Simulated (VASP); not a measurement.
Crystal: Al.

```
CELL_PARAMETERS angstrom
0.00000 3.05449 3.05449
3.05449 0.00000 3.05449
3.05449 3.05449 0.00000
ATOMIC_POSITIONS crystal
Al 0.00000 0.00000 0.00000
Al 0.25000 0.25000 0.25000
```

This isn't the form of Al at room conditions, which is fcc.

The cell isn't the ideal one: cell and atoms relaxed from a first guess.

```yaml
Program: VASP 6.6.1
Task: relaxation of cell and atoms
Functional: PBE
Potentials_or_basis: VASP PAW PBE potentials, release 64 (Al)
Cutoff: 600 eV
k_mesh: 9 × 9 × 9
Occupations: fermi-dirac, width 0.08 eV
Spin: no spin polarisation
```

At the start: pressure -1.1 GPa; volume 28.50 Å³/atom.

Problem. Where does the relaxation end?

Solution. Over 3 steps the energy falls by 3.1 meV/atom and the volume is 27.62 Å³/atom (-3.1 %); space group Fd-3m (No. 227, to 0.05 Å).

Step by step:
| step | energy change (eV) | largest force (eV/Å) | pressure (GPa) | volume (Å³) |
| --- | --- | --- | --- | --- |
| 1 | 0.0000 | 0.0000 | -1.10 | 57.00 |
| 2 | -0.0062 | 0.0000 | -0.11 | 55.40 |
| 3 | -0.0062 | 0.0000 | 0.00 | 55.24 |

Final structure:
```
Al
1.0
     0.00000    3.02276    3.02276
     3.02276    0.00000    3.02276
     3.02276    3.02276    0.00000
Al
2
Direct
  0.00000 0.00000 0.00000
  0.25000 0.25000 0.25000
```
